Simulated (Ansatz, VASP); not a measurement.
## LiF: VASP beside Ansatz

File INCAR:

```
ALGO     = Normal         # electronic algorithm
EDIFF    = 1E-6           # SCF threshold, eV
ENCUT    = 520            # plane-wave cutoff, eV
GGA      = CA             # functional
ISIF     = 2              # what is computed and relaxed
ISMEAR   = 0              # smearing method
LASPH    = T              # aspherical terms in the spheres
LCHARG   = T              # write CHGCAR
LELF     = T              # ELF
LREAL    = F              # projectors in reciprocal space
LVHAR    = T            
LWAVE    = F              # write WAVECAR
NBANDS   = 12             # bands
NELM     = 80             # most SCF steps
PREC     = Accurate       # precision mode
SIGMA    = 0.05           # smearing width, eV
```

KPOINTS

```
k-points
0
Gamma
  10 10 10
```

The input POSCAR:

```
LiF
1.0
    0.0000000000      2.1147000000      2.0643500000
    2.1147000000      0.0000000000      2.0643500000
    2.1147000000      2.1147000000      0.0000000000
Li F
1 1
Direct
    0.0000000000      0.0000000000      0.0000000000
    0.5000000000      0.5000000000      0.5000000000
```

Input for Ansatz:

```yaml
crystal:
  lattice:
    - [0.0, 2.1147, 2.06435]
    - [2.1147, 0.0, 2.06435]
    - [2.1147, 2.1147, 0.0]
  atoms:
    - { symbol: Li, position: [0.0, 0.0, 0.0] }
    - { symbol: F, position: [0.5, 0.5, 0.5] }
basis:
  ecutwfc: 420
kpoints:
  mp_grid: { grid: [10, 10, 10] }
hamiltonian:
  xc: lda
scf:
  occupations: { method: gaussian, width: 0.05 }
output:
  forces: true
  stress: true
  eigenvalues: true
```

Change from the starting cell: strain +0.050 along x and y, +0.025 along z, atoms carried along.

Alike in both runs: task single point; functional LDA; k mesh 10 × 10 × 10; occupations gaussian, width 0.05 eV; no spin polarisation.

```csv
,VASP,Ansatz
version,VASP 6.6.1,Ansatz 0.2.0
potentials or method,"VASP PAW LDA potentials, release 64 (Li_sv, F)","scalar-relativistic, plane waves, PAW"
plane-wave cutoff (eV),520,420
valence electrons in the cell,10,10
```

|  | VASP | Ansatz | Ansatz less VASP |
| --- | --- | --- | --- |
| gap on the k mesh at the Fermi level (eV) | 7.80 | 7.81 | +0.009 |
| least direct gap on the mesh (eV) | 7.80 | 7.81 | +0.009 |

 A k mesh can miss the band edges.
